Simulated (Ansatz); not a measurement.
# CoSi2: the cost of one run

Program: Ansatz 0.2.0. Level of theory: DFT PBE, scalar-relativistic, plane waves, PAW. These are calculated values, not measurements.

2 further runs of the same task are left out: 1 for a known fault of the program, 1 set aside as unsound or not needed. Runs told in other sessions of the task aren't counted.

## 1. The starting structure

The structure is cubic, space group Fm-3m (No. 225). Conventional cell: a = 5.360 Å, b = 5.360 Å, c = 5.360 Å, α = 90.00°, β = 90.00°, γ = 90.00°. Around Co (site symmetry m-3m) lie 8 Si at 2.32 Å. Around Si (site symmetry -43m) lie 4 Co at 2.32 Å.

Coordinates:

```xyz
3
Lattice="0.0000 2.6799 2.6799 2.6799 0.0000 2.6799 2.6799 2.6799 0.0000" Properties=species:S:1:pos:R:3 pbc="T T T"
Co    0.0000    0.0000    0.0000
Si    1.3400    1.3400    1.3400
Si    4.0199    4.0199    4.0199
```

It is the result of an earlier relaxation at this level (volume 12.83 Å³/atom; gap on the mesh: none (metal)).

Reference energy of this cell: -6399.1755 eV (3 atoms, 14×14×14 mesh, zero smearing).

## 2. Cell: Co and Si exchanged on 1 pairs of sites drawn at random in a supercell of the crystal

In a supercell of the relaxed crystal with 24 atoms, 1 Co and as many Si trade places (12 % of the Co sites); all atoms are shaken by 0.02 Å.

The cell holds 8 Co, 16 Si: a = 7.580 Å, b = 7.580 Å, c = 7.580 Å, α = 60.00°, β = 60.00°, γ = 60.00°.

## 3. Relaxing on a coarse mesh

A cheap relaxation: coarse mesh, no symmetry, loose thresholds.

File input.yaml:

```yaml
crystal:
  lattice:
    - [5.3598438608, 0.0, 5.3598438608]
    - [5.3598438608, 5.3598438608, 0.0]
    - [0.0, 5.3598438608, 5.3598438608]
  atoms:
    - { symbol: Co, position: [0.0002113405, 0.9988754406, 0.4982529061], spin: 3.0 }
    - { symbol: Co, position: [0.9976248948, 0.503789779, 0.5010187288], spin: 3.0 }
    - { symbol: Si, position: [0.4976027671, 0.9980967754, 0.5023199354] }
    - { symbol: Co, position: [0.5028313342, 0.5034084283, 0.5015741584], spin: 3.0 }
    - { symbol: Co, position: [0.0005517597, 0.9987320894, 0.9951070354], spin: 3.0 }
    - { symbol: Co, position: [0.0010760325, 0.5024349495, 0.003242207], spin: 3.0 }
    - { symbol: Co, position: [0.4998791569, 0.0041518006, 0.9968697956], spin: 3.0 }
    - { symbol: Co, position: [0.503114693, 0.5037666646, 0.9942740117], spin: 3.0 }
    - { symbol: Si, position: [0.1271528094, 0.1216828154, 0.1250156828] }
    - { symbol: Si, position: [0.1305506699, 0.6248695648, 0.121761278] }
    - { symbol: Si, position: [0.6275902871, 0.1228749905, 0.1275195249] }
    - { symbol: Si, position: [0.6186699924, 0.6300338431, 0.1272996004] }
    - { symbol: Co, position: [0.1251907543, 0.1256019519, 0.6253246465], spin: 3.0 }
    - { symbol: Si, position: [0.1270935751, 0.6197694688, 0.6231970178] }
    - { symbol: Si, position: [0.6237038075, 0.1280964298, 0.6263164735] }
    - { symbol: Si, position: [0.6248409283, 0.6216570929, 0.627840582] }
    - { symbol: Si, position: [0.369172716, 0.3825162865, 0.3752168468] }
    - { symbol: Si, position: [0.3784366581, 0.8736850166, 0.3756282785] }
    - { symbol: Si, position: [0.8800019426, 0.3755203431, 0.3750332576] }
    - { symbol: Si, position: [0.8732029256, 0.88058598, 0.372617903] }
    - { symbol: Si, position: [0.3763818356, 0.374368566, 0.8713474182] }
    - { symbol: Si, position: [0.3765151476, 0.8775645544, 0.8737035109] }
    - { symbol: Si, position: [0.8742730895, 0.3670771169, 0.8778165538] }
    - { symbol: Si, position: [0.8720827368, 0.8746927457, 0.8744052917] }
  symmetry: { detect: false }
basis:
  ecutwfc: 420
kpoints:
  mp_grid: { grid: [2, 2, 2], shift: [0.5, 0.5, 0.5] }
hamiltonian:
  xc: pbe
scf:
  occupations: { method: gaussian, width: 0.1 }
  lower_state_search: "off"
output:
  forces: true
  stress: true
  eigenvalues: true
  populations: true
magnetization:
  spin_polarized: true
relax:
  adjacent_minimum: "off"
  f_tol: 0.04
  max_steps: 50
  cell: { stress_tol: 0.3 }
```

Command:

```
$ ansatz run input.yaml --threads 4 --pin off --max-ram 9216MiB --backend cpu --events-out ev --progress --plain --runs-dir out
```

Q: Estimate wall time and peak memory on 4 threads of Intel Xeon 6975P-C (Granite Rapids), shared host.

About 77 s, with a peak of 1.3 GiB.
